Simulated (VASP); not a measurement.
The system is BeTe.

```xyz
2
Lattice="0.0000 2.7700 2.7700 2.7700 0.0000 2.7700 2.7700 2.7700 0.0000" Properties=species:S:1:pos:R:3 pbc="T T T"
Te    4.1550    4.1550    4.1550
Be    0.0000    0.0000    0.0000
```

| Item | Value |
| --- | --- |
| Program | VASP 6.6.1 |
| Task | relaxation of cell and atoms |
| Functional | PW91 |
| Potentials or basis | VASP PAW PBE potentials, release 64 (Te, Be) |
| Cutoff | 600 eV |
| k mesh | 8 × 8 × 8 |
| Occupations | fermi-dirac, width 0.05 eV |
| Spin | no spin polarisation |

At the start: pressure 4.6 GPa; volume 21.25 Å³/atom.

**Question.** How do energy, volume and symmetry change on relaxing?

**Answer.** Over 3 steps the energy falls by 20.7 meV/atom and the volume is 22.79 Å³/atom (+7.2 %); space group F-43m (No. 216, to 0.05 Å).

The path:
```tsv
step	energy change (eV)	largest force (eV/Å)	pressure (GPa)	volume (Å³)
1	0.0000	0.0000	4.56	42.51
2	-0.0392	0.0000	-0.89	46.34
3	-0.0413	0.0000	0.01	45.58
```

Final structure:
```
Te Be
1.0
     0.00000    2.83517    2.83517
     2.83517    0.00000    2.83517
     2.83517    2.83517    0.00000
Te Be
1 1
Direct
  0.75000 0.75000 0.75000
  0.00000 0.00000 0.00000
```

Caveat: the PAW data sets were made with another functional, which shifts forces and pressure a little.
